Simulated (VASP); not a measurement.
Here is a VASP 6.6.1 calculation.

Contents of INCAR:

```
SYSTEM = Si
ALGO = Fast
EDIFF = 1E-7
EDIFFG = -0.005
ENCUT = 600
GGA = AM
IBRION = 2
ISIF = 3
ISMEAR = -1
LASPH = .True.
LCHARG = .False.
LREAL = .False.
LWAVE = .False.
NELM = 80
NSW = 60
PREC = Accurate
SIGMA = 0.05
```

KPOINTS

```
k-points
0
Gamma
  12 12 11
  0 0 0
```

File POSCAR:

```
Si
1.0
    2.6205428149      0.0000000000      0.0000000000
   -1.3102714075      2.2694566494      0.0000000000
    0.0000000000      0.0000000000      2.4663543900
Si
1
Direct
    0.0000000000      0.0000000000      0.0000000000
```

Potentials or basis: VASP PAW PBE potentials, release 64 (Si).

The run is started by

```console
$ cat potpaw_PBE.64/Si/POTCAR > POTCAR
$ mpirun -np 1 vasp_std > vasp.out
```

Q: Estimate the space group after relaxing (to 0.05 Å).

A: P6/mmm (No. 191).

Q: Predict the relaxed volume.

A: 14.55 Å³/atom.

The path:
```csv
step,energy change (eV),largest force (eV/Å),pressure (GPa),volume (Å³)
1,0.0000,0.0000,-0.83,14.67
2,-0.0016,0.0000,0.34,14.50
3,-0.0023,0.0000,-0.10,14.56
4,-0.0023,0.0000,-0.11,14.56
5,-0.0023,0.0000,0.05,14.54
6,-0.0023,0.0000,-0.01,14.55
```

Caveat: the PAW data sets were made with another functional, which shifts forces and pressure a little.
